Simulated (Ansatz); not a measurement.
## AgCl: equation of state with PBE

The system is AgCl.

```
Ag Cl
1.0
     3.43397    0.00000    0.00000
     0.00000    3.43397    0.00000
     0.00000    0.00000    3.43397
Ag Cl
1 1
Direct
  0.00000 0.00000 0.00000
  0.50000 0.50000 0.50000
```

Measurements of this composition are mostly on another form, of space group No. 225.

```
Program             : Ansatz 0.2.0
Task                : equation of state
Functional          : PBE
Potentials or basis : Ansatz PAW
Cutoff              : 420 eV
Density cutoff      : 1680 eV
k mesh              : 8 × 8 × 8
Occupations         : fermi-dirac, width 0.05 eV
Spin                : no spin polarisation
```

```
Equilibrium volume                      : 20.19 Å³/atom
Bulk modulus                            : 47 GPa
Pressure derivative of the bulk modulus : 5.4
```

Energy against volume, from the lowest point:
| volume (Å³/atom) | energy (meV/atom) |
| --- | --- |
| 19.032 | 11.17 |
| 19.437 | 4.53 |
| 19.842 | 0.92 |
| 20.247 | 0.00 |
| 20.652 | 1.44 |
| 21.057 | 4.96 |
| 21.462 | 10.30 |

All runs of the series together: 7.1 s on 2 threads of Arm Neoverse V1, with other jobs on the host.
